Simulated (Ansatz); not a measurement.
# Cold compression of Ti (bcc type)

```
Ti
1.0
    -1.62984    1.62984    1.62984
     1.62984   -1.62984    1.62984
     1.62984    1.62984   -1.62984
Ti
1
Direct
  0.00000 0.00000 0.00000
```

The cell comes from a relaxation on PAW files under the same functional, begun from a prototype that needn't be the stable phase.

Its volume is scaled at fixed shape and fractional positions.

Level of theory: DFT with PBE, scalar-relativistic, in Ansatz 0.2.0; a Γ-centred 16×16×16 k mesh, Fermi–Dirac smearing of 0.1 eV, no spin polarisation. LAPW: all electrons, basis error target 1 meV/atom; PAW: frozen-core files, cutoff 420 eV; crystal datasets: all electrons, by PAW datasets that the program makes for each cell; norm-conserving: pseudopotentials, cutoff 1155 eV; PAW (cutoff 1000 eV): frozen-core files, cutoff 1000 eV.

Energies are extrapolated to zero smearing and count from the unscaled cell; pressure is positive in compression; gaps take the mesh and a band path. No temperature or zero-point motion is included.

```
V/V0  V (Å³/atom)  P LAPW (GPa)  ΔE LAPW (eV/atom)  P PAW − LAPW (GPa)  ΔE PAW − LAPW (meV/atom)
1.00        17.32         -0.01              0.000                0.01                       0.0
0.95        16.45          5.85              0.012                0.01                       0.1
0.85        14.72          22.3              0.152                0.03                       0.3
0.75        12.99          47.8              0.516                0.02                       0.6
0.65        11.26          86.6              1.219               -0.03                       0.6
0.55         9.52         152.7                  ?               -0.20                      -0.5
0.45         7.79         274.4              4.692               -0.66                      -4.5
0.40         6.93         376.9                  ?               -1.55                     -10.2
```

Task: Give the missing entry: row "0.40", column "ΔE LAPW (eV/atom)".

Result: 6.436.

Task: What belongs in the row "0.55", column "ΔE LAPW (eV/atom)"?

Result: 2.473.

Task: Fit the Vinet equation to the LAPW pressures over the whole range, with residuals weighted by 1/(|P| + 0.03·Pmax).

Result: V0 = 17.32 Å³/atom, B0 = 104 GPa and B0′ = 3.28, and the fit misses no point by more than 5.9 GPa. A fit over so wide a range pins B0 less well than one near rest.

Task: At the smallest volume, how far do crystal datasets and norm-conserving and PAW (cutoff 1000 eV) lie from LAPW in pressure?

Result: crystal datasets: 0.00 GPa; norm-conserving: +1.67 GPa; PAW (cutoff 1000 eV): -2.00 GPa, on a LAPW pressure of 376.9 GPa.

Task: How do the Löwdin populations by LAPW change from the unscaled cell to the last row?

Result: Ti 3s 1.96 → 1.83, Ti 4s 0.88 → 0.35, Ti 3p 5.99 → 5.83, Ti 3d 3.05 → 3.96 electrons an atom. These are projections on the shells that the free atoms fill; 0.12 e a cell lies outside them at the start and 0.04 e at the end.
